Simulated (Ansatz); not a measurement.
# Cobalt, diamond under RPBE: structure, energy and stiffness, part 2 of 2

The plan for cobalt in the diamond structure: relax it, solve it on a dense k-mesh, then scale the cell to 7 volumes from 88 to 112 % of the relaxed one and try a fit of the equation of state. The start is antiferromagnetic. The k-meshes are 11×11×11 for the relaxation; 17×17×17 for the dense run; 12×12×12 for the volumes.

Ansatz 0.2.0; DFT, RPBE, plane waves (420 eV) with PAW, scalar-relativistic. The steps go on from the part before.

### 3 Single point on a dense mesh

This is Co in the diamond structure; at room conditions it is hcp.

input.yaml

```yaml
crystal:
  lattice:
    - [0.0, 2.5695412674, 2.5695412674]
    - [2.5695412674, 0.0, 2.5695412674]
    - [2.5695412674, 2.5695412674, 0.0]
  atoms:
    - { symbol: Co, position: [0.125, 0.125, 0.125], spin: -1.791 }
    - { symbol: Co, position: [0.875, 0.875, 0.875], spin: -1.791 }
hamiltonian:
  xc: rpbe
  pseudopotentials:
    kind: paw
    azcp:
      Co: "pseudopotentials/Co.paw.azcp"
basis:
  ecutwfc: 420
  fft_grid_basis: typed
kpoints:
  mp_grid: { grid: [17, 17, 17], shift: [0, 0, 0] }
magnetization:
  spin_polarized: true
scf:
  occupations: { method: fermi_dirac, width: 0.05 }
```

Standard output (excerpt; [...] marks lines left out):

```text
Warning: RAYON_NUM_THREADS=2 ignored (pool sized by the plan → 2); use --threads N
[...]
Pseudopotentials: kind: paw
Pseudopotential: Co, paw, valence charge 17, recommended cutoff 420 eV (normal), <dir>
Functional definition: RPBE
[...]
Crystal: 2 atoms, lattice volume = 33.931 Å³
Basis set: ecut = 420 eV, 645 PW (Γ)
Bands: 23, of which v1, the nominal top of the filled ones, is band 17 counted from 1 (16 counted from 0)
Symmetry: 48 space group operations
Space group: Fd-3m (ITA 227), of the structure as read, at distance tolerance 3.2e-5 Å
Magnetic group: BNS 227.128 (UNI 1630), of the structure as read, at distance tolerance 3.2e-5 Å
k-points: 165 of 4913
[...]
Starting moments: Σ|m| = 3.582 μB on 2 of 2 sites
[...]
SCF iter   1: F=—  HF=-10257.609933 eV  |F-HF|=—  |Δ(HF+E_count)|=         —  Δρ=5.20e-2 (↑5.20e-2 ↓3.12e-2)  dr2=2.46e-1  dr2_m=4.71e-1  M=-3.706 μB ∫|m|=3.793 μB  β_m=0.30  ethr=7.11e-4  ⟨swp⟩=1.0  Hψ=39687  notcnv=0
[...]
spin=Collinear: Kerker preconditioning applied to the charge; magnetization (m = ρ↑ − ρ↓) channel mixes plain (no charge-response kernel on spin).
[...]
SCF iter  11: F=-10259.613819 eV  HF=-10259.613819 eV  |F-HF|=7.11e-10  |Δ(HF+E_count)|=   1.87e-8  Δρ=8.16e-7 (↑8.16e-7 ↓5.44e-7)  dr2=2.60e-10  dr2_m=4.94e-11  M=-3.514 μB ∫|m|=3.793 μB  ethr=2.99e-11  ⟨swp⟩=1.1  Hψ=20908  notcnv=0
[...]
SCF converged after 11 iterations
Magnetization: -3.5137 μB (15.2431 up, 18.7569 down)
Absolute magnetization: 3.7945 μB (∫|ρ↑−ρ↓|, with the PAW one-centre terms)
Spin contamination: 0.0804 ħ² per cell (⟨S²⟩ above its minimum at these occupations)
Per-site moments (μB) at R_I (Å): [(-1.7896514549224167, 0.9179313056268559), (-1.7896514549224154, 0.9179313056268559)]
Free energy (F): -10259.613819 eV
[...]
E sigma→0 (E₀):  -10259.605623 eV
Entropy (-TS):   -0.016392 eV (-8.196 meV/atom)
Fermi energy:    10.501700 eV
[...]
```

Wall time 15 s (2 threads of Intel Xeon Platinum 8175M at 2.50GHz (Skylake/Cascade Lake), shared host); peak memory 0.51 GiB.

### 4 Volume × 0.88

input.yaml

```yaml
crystal:
  lattice:
    - [0.0, 2.4623502104, 2.4623502104]
    - [2.4623502104, 0.0, 2.4623502104]
    - [2.4623502104, 2.4623502104, 0.0]
  atoms:
    - { symbol: Co, position: [0.125, 0.125, 0.125], spin: -1.79 }
    - { symbol: Co, position: [0.875, 0.875, 0.875], spin: -1.79 }
hamiltonian:
  xc: rpbe
  pseudopotentials:
    kind: paw
    azcp:
      Co: "pseudopotentials/Co.paw.azcp"
basis:
  ecutwfc: 420
  fft_grid_basis: typed
kpoints:
  mp_grid: { grid: [12, 12, 12], shift: [0, 0, 0] }
magnetization:
  spin_polarized: true
scf:
  occupations: { method: fermi_dirac, width: 0.05 }
  lower_state_search: "off"
output:
  stress: true
  write_density: true
  write_potential: true
  elf: true
  volumetric_format: npy
```

Standard output (excerpt; [...] marks lines left out):

```text
Warning: RAYON_NUM_THREADS=2 ignored (pool sized by the plan → 2); use --threads N
[...]
[... 3 set-up lines as earlier in the session ...]
[...]
Crystal: 2 atoms, lattice volume = 29.859 Å³
Basis set: ecut = 420 eV, 561 PW (Γ)
Bands: 23, of which v1, the nominal top of the filled ones, is band 17 counted from 1 (16 counted from 0)
[... 1 set-up line as earlier in the session ...]
Space group: Fd-3m (ITA 227), of the structure as read, at distance tolerance 3.1e-5 Å
Magnetic group: BNS 227.128 (UNI 1630), of the structure as read, at distance tolerance 3.1e-5 Å
k-points: 72 of 1728
[...]
Starting moments: Σ|m| = 3.58 μB on 2 of 2 sites
[...]
SCF iter  15: F=-10259.440793 eV  HF=-10259.440793 eV  |F-HF|=7.24e-10  |Δ(HF+E_count)|=   1.71e-8  Δρ=1.84e-6 (↑1.84e-6 ↓1.52e-6)  dr2=3.78e-9  dr2_m=9.63e-11  M=-3.369 μB ∫|m|=3.568 μB  ethr=2.94e-10  ⟨swp⟩=9.9  Hψ=19656  notcnv=0
[...]
SCF converged after 15 iterations
Magnetization: -3.3692 μB (15.3154 up, 18.6846 down)
Absolute magnetization: 3.5697 μB (∫|ρ↑−ρ↓|, with the PAW one-centre terms)
Spin contamination: 0.0598 ħ² per cell (⟨S²⟩ above its minimum at these occupations)
Per-site moments (μB) at R_I (Å): [(-1.6876277193441753, 0.8796388570283974), (-1.6876277193441758, 0.8796388570283974)]
Free energy (F): -10259.440793 eV
[...]
E sigma→0 (E₀):  -10259.431539 eV
Entropy (-TS):   -0.018507 eV (-9.254 meV/atom)
Fermi energy:    12.467110 eV
[...]
--- Stress (GPa, compression-positive) ---
       15.450176       0.000000      -0.000000
        0.000000      15.450176      -0.000000
       -0.000000       0.000000      15.450176
  P = ⅓ Tr σ = 15.4502 GPa (154.502 kbar)
--- Band table (eV; the first three rows and the last of 144) ---
[... band rows left out ...]
[...]
```

Wall time 8.7 s (2 threads of Intel Xeon Platinum 8175M at 2.50GHz (Skylake/Cascade Lake), shared host); peak memory 0.4 GiB.

The maps below are laid out on this run's own conventional cell (a, b, c = 4.925, 4.925, 4.925 Å).

Density in a lattice plane of the grid's cell (edges 4.92 and 4.92 Å, at 0.125 of the third edge), which holds Co. It is the smooth density of the valence electrons, not physical close to the nuclei.

Ten even steps from ' ' (0.06 e/Å³) to '@' (41.61 e/Å³):
```
                                                
                                                
                                                
                                                
                                                
                          ..::--::..            
                          ::##@@##::            
                          ::**@@##::            
                          ..::--::..            
                                                
                                                
                                                
                                                
                                                
                                                
  ..::--::..                                    
  ::##@@##::                                    
  ::**@@##::                                    
  ..::--::..                                    
                                                
```
Columns run along the first of these edges and rows up along the second, over one cell in 24 and 20 even steps from the bottom left corner. Atoms in the plane (fractional): Co at (0.12, 0.12), Co at (0.62, 0.62).

Spin density (up less down) in a lattice plane of the grid's cell (edges 4.92 and 4.92 Å, at 0.125 of the third edge), which holds Co.

Ten even steps from ' ' (-5.33 e/Å³) to '@' (0.01 e/Å³):
```
@@@@@@@@@@@@@@@@@@@@@@@@@@@@@@@@@@@@@@@@@@@@@@@@
@@@@@@@@@@@@@@@@@@@@@@@@@@@@@@@@@@@@@@@@@@@@@@@@
@@@@@@@@@@@@@@@@@@@@@@@@@@@@@@@@@@@@@@@@@@@@@@@@
@@@@@@@@@@@@@@@@@@@@@@@@@@@@@@@@@@@@@@@@@@@@@@@@
@@@@@@@@@@@@@@@@@@@@@@@@@@@@@@@@@@@@@@@@@@@@@@@@
@@@@@@@@@@@@@@@@@@@@@@@@@@%%##**##%%@@@@@@@@@@@@
@@@@@@@@@@@@@@@@@@@@@@@@@@##--  ::##@@@@@@@@@@@@
@@@@@@@@@@@@@@@@@@@@@@@@@@##--  --##@@@@@@@@@@@@
@@@@@@@@@@@@@@@@@@@@@@@@@@%%##**##%%@@@@@@@@@@@@
@@@@@@@@@@@@@@@@@@@@@@@@@@@@@@@@@@@@@@@@@@@@@@@@
@@@@@@@@@@@@@@@@@@@@@@@@@@@@@@@@@@@@@@@@@@@@@@@@
@@@@@@@@@@@@@@@@@@@@@@@@@@@@@@@@@@@@@@@@@@@@@@@@
@@@@@@@@@@@@@@@@@@@@@@@@@@@@@@@@@@@@@@@@@@@@@@@@
@@@@@@@@@@@@@@@@@@@@@@@@@@@@@@@@@@@@@@@@@@@@@@@@
@@@@@@@@@@@@@@@@@@@@@@@@@@@@@@@@@@@@@@@@@@@@@@@@
@@%%##**##%%@@@@@@@@@@@@@@@@@@@@@@@@@@@@@@@@@@@@
@@##--  ::##@@@@@@@@@@@@@@@@@@@@@@@@@@@@@@@@@@@@
@@##--  --##@@@@@@@@@@@@@@@@@@@@@@@@@@@@@@@@@@@@
@@%%##**##%%@@@@@@@@@@@@@@@@@@@@@@@@@@@@@@@@@@@@
@@@@@@@@@@@@@@@@@@@@@@@@@@@@@@@@@@@@@@@@@@@@@@@@
```
Columns run along the first of these edges and rows up along the second, over one cell in 24 and 20 even steps from the bottom left corner. Atoms in the plane (fractional): Co at (0.12, 0.12), Co at (0.62, 0.62).

### 5 Volume × 0.92

Edit input.yaml of step 4 so:

```diff
@@ -2,5 +2,5 @@
   lattice:
-    - [0.0, 2.4623502104, 2.4623502104]
-    - [2.4623502104, 0.0, 2.4623502104]
-    - [2.4623502104, 2.4623502104, 0.0]
+    - [0.0, 2.4991071252, 2.4991071252]
+    - [2.4991071252, 0.0, 2.4991071252]
+    - [2.4991071252, 2.4991071252, 0.0]
   atoms:
```

Standard output (excerpt; [...] marks lines left out):

```text
Warning: RAYON_NUM_THREADS=2 ignored (pool sized by the plan → 2); use --threads N
[...]
[... 3 set-up lines as earlier in the session ...]
[...]
Crystal: 2 atoms, lattice volume = 31.217 Å³
Basis set: ecut = 420 eV, 609 PW (Γ)
Bands: 23, of which v1, the nominal top of the filled ones, is band 17 counted from 1 (16 counted from 0)
[... 2 set-up lines as earlier in the session ...]
Magnetic group: BNS 227.128 (UNI 1630), of the structure as read, at distance tolerance 3.1e-5 Å
k-points: 72 of 1728
[...]
Starting moments: Σ|m| = 3.58 μB on 2 of 2 sites
[...]
SCF iter  15: F=-10259.544319 eV  HF=-10259.544319 eV  |F-HF|=5.63e-9  |Δ(HF+E_count)|=   2.28e-8  Δρ=3.37e-6 (↑3.37e-6 ↓2.69e-6)  dr2=8.50e-9  dr2_m=4.43e-11  M=-3.437 μB ∫|m|=3.664 μB  ethr=2.94e-10  ⟨swp⟩=9.6  Hψ=18461  notcnv=0
[...]
SCF converged after 15 iterations
Magnetization: -3.4367 μB (15.2817 up, 18.7183 down)
Absolute magnetization: 3.6662 μB (∫|ρ↑−ρ↓|, with the PAW one-centre terms)
Spin contamination: 0.0669 ħ² per cell (⟨S²⟩ above its minimum at these occupations)
Per-site moments (μB) at R_I (Å): [(-1.7319935779397229, 0.8927697310957826), (-1.7319935779397233, 0.8927697310957826)]
Free energy (F): -10259.544319 eV
[...]
E sigma→0 (E₀):  -10259.536545 eV
Entropy (-TS):   -0.015549 eV (-7.774 meV/atom)
Fermi energy:    11.757123 eV
[...]
--- Stress (GPa, compression-positive) ---
        9.150497      -0.000000       0.000000
        0.000000       9.150497       0.000000
       -0.000000       0.000000       9.150497
  P = ⅓ Tr σ = 9.1505 GPa (91.505 kbar)
--- Band table (eV; the first three rows and the last of 144) ---
[... band rows left out ...]
[...]
```

It took 8.8 s on 2 threads of Intel Xeon Platinum 8175M at 2.50GHz (Skylake/Cascade Lake), shared host; peak memory 0.4 GiB.

### 6 Volume × 0.96

Edit input.yaml of step 5 so:

```diff
@@ -2,5 +2,5 @@
   lattice:
-    - [0.0, 2.4991071252, 2.4991071252]
-    - [2.4991071252, 0.0, 2.4991071252]
-    - [2.4991071252, 2.4991071252, 0.0]
+    - [0.0, 2.5348134797, 2.5348134797]
+    - [2.5348134797, 0.0, 2.5348134797]
+    - [2.5348134797, 2.5348134797, 0.0]
   atoms:
@@ -26,5 +26 @@
   stress: true
-  write_density: true
-  write_potential: true
-  elf: true
-  volumetric_format: npy
```

Standard output (excerpt; [...] marks lines left out):

```text
Warning: RAYON_NUM_THREADS=2 ignored (pool sized by the plan → 2); use --threads N
[...]
[... 3 set-up lines as earlier in the session ...]
[...]
Crystal: 2 atoms, lattice volume = 32.574 Å³
Basis set: ecut = 420 eV, 609 PW (Γ)
Bands: 23, of which v1, the nominal top of the filled ones, is band 17 counted from 1 (16 counted from 0)
[... 2 set-up lines as earlier in the session ...]
Magnetic group: BNS 227.128 (UNI 1630), of the structure as read, at distance tolerance 3.2e-5 Å
k-points: 72 of 1728
[...]
Starting moments: Σ|m| = 3.58 μB on 2 of 2 sites
[...]
SCF iter  13: F=-10259.599015 eV  HF=-10259.599015 eV  |F-HF|=9.90e-10  |Δ(HF+E_count)|=   1.24e-7  Δρ=4.48e-6 (↑4.48e-6 ↓4.43e-6)  dr2=1.09e-8  dr2_m=7.88e-11  M=-3.461 μB ∫|m|=3.721 μB  ethr=2.94e-10  ⟨swp⟩=4.0  Hψ=9940  notcnv=0
[...]
SCF converged after 13 iterations
Magnetization: -3.4614 μB (15.2693 up, 18.7307 down)
Absolute magnetization: 3.7224 μB (∫|ρ↑−ρ↓|, with the PAW one-centre terms)
Spin contamination: 0.0739 ħ² per cell (⟨S²⟩ above its minimum at these occupations)
Per-site moments (μB) at R_I (Å): [(-1.7562239944066442, 0.9055253077511148), (-1.7562239944066447, 0.9055253077511148)]
Free energy (F): -10259.599015 eV
[...]
E sigma→0 (E₀):  -10259.591250 eV
Entropy (-TS):   -0.015530 eV (-7.765 meV/atom)
Fermi energy:    11.109134 eV
[...]
--- Stress (GPa, compression-positive) ---
        3.968768      -0.000000      -0.000000
        0.000000       3.968768       0.000000
        0.000000      -0.000000       3.968768
  P = ⅓ Tr σ = 3.9688 GPa (39.688 kbar)
```

It took 6.6 s on 2 threads of Intel Xeon Platinum 8175M at 2.50GHz (Skylake/Cascade Lake), shared host; peak memory 0.39 GiB.

### 7 Volume × 1.0

Edit input.yaml of step 6 so:

```diff
@@ -2,5 +2,5 @@
   lattice:
-    - [0.0, 2.5348134797, 2.5348134797]
-    - [2.5348134797, 0.0, 2.5348134797]
-    - [2.5348134797, 2.5348134797, 0.0]
+    - [0.0, 2.5695412674, 2.5695412674]
+    - [2.5695412674, 0.0, 2.5695412674]
+    - [2.5695412674, 2.5695412674, 0.0]
   atoms:
```

Standard output (excerpt; [...] marks lines left out):

```text
Warning: RAYON_NUM_THREADS=2 ignored (pool sized by the plan → 2); use --threads N
[...]
[... 3 set-up lines as earlier in the session ...]
[...]
Crystal: 2 atoms, lattice volume = 33.931 Å³
Basis set: ecut = 420 eV, 645 PW (Γ)
Bands: 23, of which v1, the nominal top of the filled ones, is band 17 counted from 1 (16 counted from 0)
[... 2 set-up lines as earlier in the session ...]
Magnetic group: BNS 227.128 (UNI 1630), of the structure as read, at distance tolerance 3.2e-5 Å
k-points: 72 of 1728
[...]
Starting moments: Σ|m| = 3.58 μB on 2 of 2 sites
[...]
SCF iter  13: F=-10259.614685 eV  HF=-10259.614685 eV  |F-HF|=1.48e-9  |Δ(HF+E_count)|=   1.13e-7  Δρ=2.33e-6 (↑1.90e-6 ↓2.33e-6)  dr2=2.12e-9  dr2_m=4.67e-10  M=-3.495 μB ∫|m|=3.783 μB  ethr=2.94e-10  ⟨swp⟩=4.0  Hψ=9747  notcnv=0
[...]
SCF converged after 13 iterations
Magnetization: -3.4948 μB (15.2526 up, 18.7474 down)
Absolute magnetization: 3.7847 μB (∫|ρ↑−ρ↓|, with the PAW one-centre terms)
Spin contamination: 0.0812 ħ² per cell (⟨S²⟩ above its minimum at these occupations)
Per-site moments (μB) at R_I (Å): [(-1.7833021080393083, 0.9179313056268559), (-1.7833021080393083, 0.9179313056268559)]
Free energy (F): -10259.614685 eV
[...]
E sigma→0 (E₀):  -10259.606625 eV
Entropy (-TS):   -0.016121 eV (-8.060 meV/atom)
Fermi energy:    10.511556 eV
[...]
--- Stress (GPa, compression-positive) ---
       -0.097430       0.000000       0.000000
        0.000000      -0.097430       0.000000
        0.000000       0.000000      -0.097430
  P = ⅓ Tr σ = -0.0974 GPa (-0.974 kbar)
```

Run time: 7.1 s. Hardware: 2 threads of Intel Xeon Platinum 8175M at 2.50GHz (Skylake/Cascade Lake), shared host; peak memory 0.4 GiB.

### 8 Volume × 1.04

Edit input.yaml of step 7 so:

```diff
@@ -2,5 +2,5 @@
   lattice:
-    - [0.0, 2.5695412674, 2.5695412674]
-    - [2.5695412674, 0.0, 2.5695412674]
-    - [2.5695412674, 2.5695412674, 0.0]
+    - [0.0, 2.6033548986, 2.6033548986]
+    - [2.6033548986, 0.0, 2.6033548986]
+    - [2.6033548986, 2.6033548986, 0.0]
   atoms:
```

Standard output (excerpt; [...] marks lines left out):

```text
Warning: RAYON_NUM_THREADS=2 ignored (pool sized by the plan → 2); use --threads N
[...]
[... 3 set-up lines as earlier in the session ...]
[...]
Crystal: 2 atoms, lattice volume = 35.288 Å³
Basis set: ecut = 420 eV, 701 PW (Γ)
Bands: 23, of which v1, the nominal top of the filled ones, is band 17 counted from 1 (16 counted from 0)
[... 1 set-up line as earlier in the session ...]
Space group: Fd-3m (ITA 227), of the structure as read, at distance tolerance 3.3e-5 Å
Magnetic group: BNS 227.128 (UNI 1630), of the structure as read, at distance tolerance 3.3e-5 Å
k-points: 72 of 1728
[...]
Starting moments: Σ|m| = 3.58 μB on 2 of 2 sites
[...]
SCF converged after 14 iterations
an eigenvalue changed by more than its tolerance at an iteration that met the thresholds in force, so the SCF went on 1 time: the last check found none over its tolerance
Magnetization: -3.5296 μB (15.2352 up, 18.7648 down)
Absolute magnetization: 3.8473 μB (∫|ρ↑−ρ↓|, with the PAW one-centre terms)
Spin contamination: 0.0884 ħ² per cell (⟨S²⟩ above its minimum at these occupations)
Per-site moments (μB) at R_I (Å): [(-1.8099745246098244, 0.9300107343673825), (-1.8099745246098247, 0.9300107343673825)]
Free energy (F): -10259.599690 eV
[...]
E sigma→0 (E₀):  -10259.591541 eV
Entropy (-TS):   -0.016297 eV (-8.148 meV/atom)
Fermi energy:    9.958935 eV
[...]
--- Stress (GPa, compression-positive) ---
       -3.315398       0.000000       0.000000
        0.000000      -3.315398       0.000000
        0.000000      -0.000000      -3.315398
  P = ⅓ Tr σ = -3.3154 GPa (-33.154 kbar)
```

It took 8.1 s on 2 threads of Intel Xeon Platinum 8175M at 2.50GHz (Skylake/Cascade Lake), shared host; peak memory 0.4 GiB.

### 9 Volume × 1.08

Edit input.yaml of step 8 so:

```diff
@@ -2,5 +2,5 @@
   lattice:
-    - [0.0, 2.6033548986, 2.6033548986]
-    - [2.6033548986, 0.0, 2.6033548986]
-    - [2.6033548986, 2.6033548986, 0.0]
+    - [0.0, 2.6363122567, 2.6363122567]
+    - [2.6363122567, 0.0, 2.6363122567]
+    - [2.6363122567, 2.6363122567, 0.0]
   atoms:
```

Standard output (excerpt; [...] marks lines left out):

```text
Warning: RAYON_NUM_THREADS=2 ignored (pool sized by the plan → 2); use --threads N
[...]
[... 3 set-up lines as earlier in the session ...]
[...]
Crystal: 2 atoms, lattice volume = 36.645 Å³
Basis set: ecut = 420 eV, 725 PW (Γ)
Bands: 23, of which v1, the nominal top of the filled ones, is band 17 counted from 1 (16 counted from 0)
[... 2 set-up lines as earlier in the session ...]
Magnetic group: BNS 227.128 (UNI 1630), of the structure as read, at distance tolerance 3.3e-5 Å
k-points: 72 of 1728
[...]
Starting moments: Σ|m| = 3.58 μB on 2 of 2 sites
[...]
SCF iter  13: F=-10259.560291 eV  HF=-10259.560291 eV  |F-HF|=6.44e-10  |Δ(HF+E_count)|=   6.39e-8  Δρ=4.42e-6 (↑4.42e-6 ↓1.39e-6)  dr2=6.58e-9  dr2_m=1.25e-9  M=-3.559 μB ∫|m|=3.902 μB  ethr=2.94e-10  ⟨swp⟩=3.8  Hψ=9450  notcnv=0
[...]
SCF converged after 13 iterations
Magnetization: -3.5592 μB (15.2204 up, 18.7796 down)
Absolute magnetization: 3.9030 μB (∫|ρ↑−ρ↓|, with the PAW one-centre terms)
Spin contamination: 0.0956 ħ² per cell (⟨S²⟩ above its minimum at these occupations)
Per-site moments (μB) at R_I (Å): [(-1.8334345835248922, 0.9417842719768238), (-1.8334345835248909, 0.9417842719768238)]
Free energy (F): -10259.560291 eV
[...]
E sigma→0 (E₀):  -10259.552016 eV
Entropy (-TS):   -0.016548 eV (-8.274 meV/atom)
Fermi energy:    9.447329 eV
[...]
--- Stress (GPa, compression-positive) ---
       -5.883731       0.000000      -0.000000
        0.000000      -5.883731      -0.000000
       -0.000000       0.000000      -5.883731
  P = ⅓ Tr σ = -5.8837 GPa (-58.837 kbar)
```

Wall time 7 s (2 threads of Intel Xeon Platinum 8175M at 2.50GHz (Skylake/Cascade Lake), shared host); peak memory 0.4 GiB.

### 10 Volume × 1.12

Edit input.yaml of step 9 so:

```diff
@@ -2,5 +2,5 @@
   lattice:
-    - [0.0, 2.6363122567, 2.6363122567]
-    - [2.6363122567, 0.0, 2.6363122567]
-    - [2.6363122567, 2.6363122567, 0.0]
+    - [0.0, 2.6684655751, 2.6684655751]
+    - [2.6684655751, 0.0, 2.6684655751]
+    - [2.6684655751, 2.6684655751, 0.0]
   atoms:
```

Standard output (excerpt; [...] marks lines left out):

```text
Warning: RAYON_NUM_THREADS=2 ignored (pool sized by the plan → 2); use --threads N
[...]
[... 3 set-up lines as earlier in the session ...]
[...]
Crystal: 2 atoms, lattice volume = 38.003 Å³
Basis set: ecut = 420 eV, 725 PW (Γ)
Bands: 23, of which v1, the nominal top of the filled ones, is band 17 counted from 1 (16 counted from 0)
[... 1 set-up line as earlier in the session ...]
Space group: Fd-3m (ITA 227), of the structure as read, at distance tolerance 3.4e-5 Å
Magnetic group: BNS 227.128 (UNI 1630), of the structure as read, at distance tolerance 3.4e-5 Å
k-points: 72 of 1728
[...]
Starting moments: Σ|m| = 3.58 μB on 2 of 2 sites
[...]
SCF iter  13: F=-10259.501501 eV  HF=-10259.501501 eV  |F-HF|=8.44e-9  |Δ(HF+E_count)|=   2.79e-8  Δρ=3.15e-6 (↑3.15e-6 ↓2.07e-6)  dr2=2.23e-9  dr2_m=1.38e-9  M=-3.589 μB ∫|m|=3.955 μB  ethr=2.94e-10  ⟨swp⟩=2.5  Hψ=11175  notcnv=0
[...]
SCF converged after 13 iterations
Magnetization: -3.5886 μB (15.2057 up, 18.7943 down)
Absolute magnetization: 3.9563 μB (∫|ρ↑−ρ↓|, with the PAW one-centre terms)
Spin contamination: 0.1029 ħ² per cell (⟨S²⟩ above its minimum at these occupations)
Per-site moments (μB) at R_I (Å): [(-1.855981629106924, 0.9532705780788513), (-1.855981629106923, 0.9532705780788513)]
Free energy (F): -10259.501501 eV
[...]
E sigma→0 (E₀):  -10259.493068 eV
Entropy (-TS):   -0.016864 eV (-8.432 meV/atom)
Fermi energy:    8.971868 eV
[...]
--- Stress (GPa, compression-positive) ---
       -7.907323       0.000000       0.000000
        0.000000      -7.907323       0.000000
       -0.000000      -0.000000      -7.907323
  P = ⅓ Tr σ = -7.9073 GPa (-79.073 kbar)
```

Run time: 8 s. Hardware: 2 threads of Intel Xeon Platinum 8175M at 2.50GHz (Skylake/Cascade Lake), shared host; peak memory 0.41 GiB.

### 11 Fitting the volumes

The cell was scaled evenly, with its shape and the fractional positions fixed.

```csv
V (Å³/atom),E − E₀ (meV/atom),P from the stress (GPa),P from the fit (GPa),largest moment (μB)
14.930,87.6,15.45,15.83,1.69
15.608,35.1,9.15,9.19,1.73
16.287,7.8,3.97,3.97,1.76
16.966,0.1,-0.10,-0.13,1.78
17.644,7.6,-3.32,-3.36,1.81
18.323,27.4,-5.88,-5.90,1.83
19.001,56.9,-7.91,-7.89,1.86
```

A third-order Birch-Murnaghan fit gives V₀ = 16.941 Å³/atom, B₀ = 91 GPa and B₀′ = 5.0; it misses no point by more than 0.10 meV/atom.

The fit is made to E(σ → 0), while the stress belongs to the free energy F; that is one source of the offset between the two pressures.

### 12 Outcome

The summary covers parts 1 to 2.

| quantity | value |
| --- | --- |
| space group (spins left aside) | Fd-3m (No. 227) |
| conventional cell | a = 5.139 Å |
| volume | 16.966 Å³/atom |
| shortest distance | 2.225 Å |
| gap on the mesh | none (levels filled in part) |
| magnetic state | ferromagnetic, up to 1.79 μB per atom |
| relative to hcp, ferromagnetic | +1236 meV/atom |
| V₀, B₀, B₀′ | 16.941 Å³/atom, 91 GPa, 5.0 |

In words: From the guessed start the volume grew by 13.5 % in 9 steps. Against the reference form of cobalt (hcp, ferromagnetic, computed apart with the same settings) it stands 1236 meV/atom higher. The final state is ferromagnetic (largest moment 1.79 μB). That is not the order it started in. No gap shows: it is a metal or semimetal at this level. The fitted modulus is 91 GPa. The symmetry was held, so the structure may be unstable against distortions that break it.
